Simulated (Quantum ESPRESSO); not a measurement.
**Te2Mo: equation of state with LDA**

Crystal: Te2Mo.

```xyz
6
Lattice="3.5182 0.0000 0.0000 -1.7591 3.0469 0.0000 0.0000 0.0000 13.9736" Properties=species:S:1:pos:R:3 pbc="T T T"
Te    1.7591    1.0156    5.2960
Te    0.0000    2.0312   12.2828
Te    1.7591    1.0156    1.6908
Te    0.0000    2.0312    8.6776
Mo    1.7591    1.0156   10.4802
Mo    0.0000    2.0312    3.4934
```

```json
{
  "Program": "Quantum ESPRESSO 7.5",
  "Task": "equation of state",
  "Functional": "LDA",
  "Potentials or basis": "GBRV 1.5 LDA",
  "Cutoff": "612 eV",
  "Density cutoff": "4898 eV",
  "k mesh": "9 × 9 × 2",
  "Occupations": "fermi-dirac, width 0.05 eV",
  "Spin": "no spin polarisation"
}
```

```
Equilibrium volume                        : 24.51 Å³/atom
Bulk modulus at fixed shape and positions : 111 GPa
Pressure derivative of the bulk modulus   : 4.6
```

Energy against volume, from the lowest point:
| volume (Å³/atom) | energy (meV/atom) |
| --- | --- |
| 23.467 | 16.74 |
| 23.966 | 4.38 |
| 24.466 | 0.00 |
| 24.965 | 2.77 |
| 25.464 | 11.88 |
| 25.963 | 26.66 |
| 26.463 | 46.51 |

All runs of the series together: 7.1 min on 2 threads of Arm Neoverse V1 (shared host).

Caveat: the cell was scaled at fixed shape and fractional positions, which overstates the stiffness of a crystal with free parameters, most of all of layers and chains. The run has no spin-orbit coupling, so splittings on Te are missing.
